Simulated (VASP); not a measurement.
Wanted: the native input for a VASP 6.6.1 run.

```
Task                   : single point
Functional             : r2SCAN
Potentials or basis    : VASP PAW PBE potentials, release 64 (C)
Cutoff                 : 520 eV
k mesh                 : 14 × 14 × 14
Occupations            : gaussian, width 0.05 eV
Spin                   : no spin polarisation
Dipole correction      : no
Further INCAR settings : ALGO = Normal; EDIFF = 1e-07; NBANDS = 11
```

C:

```
C
1.0
     0.00000    2.09510    3.44844
     1.20958    0.00000    3.44844
     1.20958    2.09510    0.00000
C
2
Cartesian
  1.2096 0.6984 3.4484
  1.2096 3.4918 3.4484
```

The cell isn't the ideal one: strain -0.015 along x and y, +0.030 along z, atoms carried along.

These files were run (other wordings do the same):

POSCAR

```
C
1.0
    0.0000000000      2.0950950000      3.4484400000
    1.2095800000      0.0000000000      3.4484400000
    1.2095800000      2.0950950000      0.0000000000
C
2
Direct
    0.1666700000      0.8333300000      0.1666700000
    0.8333300000      0.1666700000      0.8333300000
```

INCAR.step1

```
ALGO = Normal ; EDIFF = 1E-4
ENCUT = 520 ; GGA = PE
ISMEAR = 0 ; LASPH = T
LCHARG = F ; LREAL = F
LWAVE = T ; NBANDS = 11
NELM = 100 ; PREC = Accurate
SIGMA = 0.05
```

INCAR.step2

```
ALGO = Normal ; EDIFF = 1E-7
ENCUT = 520 ; ISIF = 2
ISMEAR = 0 ; ISTART = 1
LASPH = T ; LCHARG = F
LMIXTAU = T ; LREAL = F
LWAVE = F ; METAGGA = R2SCAN
NBANDS = 11 ; NELM = 100
PREC = Accurate ; SIGMA = 0.05
```

KPOINTS

```
k-points
0
Gamma
  14 14 14
```

Potentials or basis: VASP PAW PBE potentials, release 64 (C).

Run with:

```sh
$ cat potpaw_PBE.64/C/POTCAR > POTCAR
$ cp INCAR.step1 INCAR
$ mpirun -np 1 vasp_std > vasp.out
$ cp INCAR.step2 INCAR
$ mpirun -np 1 vasp_std > vasp.out
```

Results of the run:

```json
{
 "Pressure": "14.3 GPa",
 "Largest force": "0.021 eV/Å",
 "Band gap on the k mesh": "0.57 eV, indirect (least direct gap 0.69 eV)"
}
```

Caveat: the PAW data sets were made with another functional, which shifts forces and pressure a little.

It took 4.8 min on 1 thread of Intel(R) Xeon(R) 6975P-C (Granite Rapids), with other jobs on the host, peak memory 0.18 GiB.
